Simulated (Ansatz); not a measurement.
# BN: computed properties

The calculation used DFT r2SCAN, scalar-relativistic, plane waves, PAW (Ansatz 0.2.0).

Plane waves to 500 eV, a k mesh through Γ of 12×12×12 on the computed 2-atom cell and Gaussian smearing (0.02 eV); no spin polarisation.

The structure is relaxed at this level of theory with its symmetry kept.

```yaml
crystal:
  lattice:
    - [0.00000, 1.80481, 1.80481]
    - [1.80481, 0.00000, 1.80481]
    - [1.80481, 1.80481, 0.00000]
  atoms:
    - { symbol: B, position: [0.00000, 0.00000, 0.00000] }
    - { symbol: N, position: [0.75000, 0.75000, 0.75000] }
```

| Property | Result |
| --- | --- |
| Space group | F-43m (No. 216) |
| Volume per atom | 5.88 Å³ |
| Formation energy from the elements' standard states (uncorrected) | -1.320 eV/atom |
| Generalised Kohn–Sham band gap | 5.00 eV, indirect from Γ to X |
| Löwdin character of the top 1 eV of the valence band | N 2p 84 %, B 2p 14 % |
| Löwdin character of the lowest 1 eV of the conduction band | B 2p 56 %, N 2s 30 %, unprojected 10 % |
| Electron masses at the edge by Cartesian direction of the standard setting (m_e; degenerate bands sorted by energy; no spin-orbit coupling) | x: 0.87; y: 0.29; z: 0.29 |
| Hole masses at the edge by Cartesian direction of the standard setting (m_e; degenerate bands sorted by energy; no spin-orbit coupling) | x: 0.51, 0.51, 0.48; y: 0.51, 0.51, 0.48; z: 0.51, 0.51, 0.48 |
| Bulk modulus | 392 GPa |
| Its pressure derivative | 3.6 |
| Bader charges (e) | B (1 in the cell) 2.26, N (1 in the cell) -2.26 |